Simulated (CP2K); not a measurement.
Crystal: Al2O3.

```xyz
10
Lattice="4.6138 0.0000 0.0000 0.0000 9.5633 0.0000 0.0000 0.0000 3.1199" Properties=species:S:1:pos:R:3 pbc="T T T"
Al    4.5352    7.8856    0.0000
Al    0.0785    1.6777    0.0000
Al    2.2283    6.4593    1.5599
Al    2.3854    3.1040    1.5599
O     2.3069    4.7816    1.5599
O     0.5704    7.2016    1.5599
O     1.7365    2.4200    0.0000
O     2.8773    7.1433    0.0000
O     0.0000    0.0000    0.0000
O     4.0434    2.3617    1.5599
```

Measurements of this composition are mostly on another form, of space group No. 167.

Base run:

| Property | Result |
| --- | --- |
| Program | CP2K 2026.2 |
| Functional | PBEsol |
| Potentials or basis | POTENTIAL_UZH Al GTH-PBE-q3, O GTH-PBE-q6; DZVP-MOLOPT-PBE-GTH basis |
| Density cutoff | 11565 eV |
| k mesh | 5 × 2 × 7 |
| Occupations | fermi-dirac, width 0.05 eV |
| Spin | no spin polarisation |

Its results: band gap on the k mesh 3.43 eV, direct; pressure -0.8 GPa; largest force 0.166 eV/Å.

Q: After a change of settings the same cell gave: band gap on the k mesh 3.56 eV, direct; pressure -0.7 GPa; largest force 0.170 eV/Å. Which change was it?
A. functional from PBEsol to LDA
B. functional from PBEsol to OLYP
C. functional from PBEsol to RPBE
D. functional from PBEsol to PW91

A: D.

Caveats: the potentials were made for another functional, which shifts forces and pressure; the basis of atomic orbitals isn't converged, which shifts pressures, moduli and gaps.
